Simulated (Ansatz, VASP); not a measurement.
## Two plane-wave programs on RbBr

```
Rb Br
1.0
     4.96202    0.00000    0.00000
     0.00000    4.96202    0.00000
     0.00000    0.00000    7.01736
Rb Br
2 2
Direct
  0.00000 0.00000 0.00000
  0.50000 0.50000 0.50000
  0.00000 0.00000 0.50000
  0.50000 0.50000 0.00000
```

Alike in both runs: task single point; functional PBE; k mesh 6 × 6 × 4; occupations gaussian, width 0.05 eV; no spin polarisation.

```csv
,VASP,Ansatz
version,VASP 6.6.1,Ansatz 0.2.0
potentials or method,"VASP PAW PBE potentials, release 64 (Rb_sv, Br)","scalar-relativistic, plane waves, PAW"
plane-wave cutoff (eV),520,420
valence electrons in the cell,32,32
```

```tsv
	VASP	Ansatz	Ansatz less VASP
gap on the k mesh at the Fermi level (eV)	4.19	4.19	+0.002
least direct gap on the mesh (eV)	4.19	4.19	+0.002
pressure (GPa)	0.0	0.0	-0.02
```

A k mesh can miss the band edges.
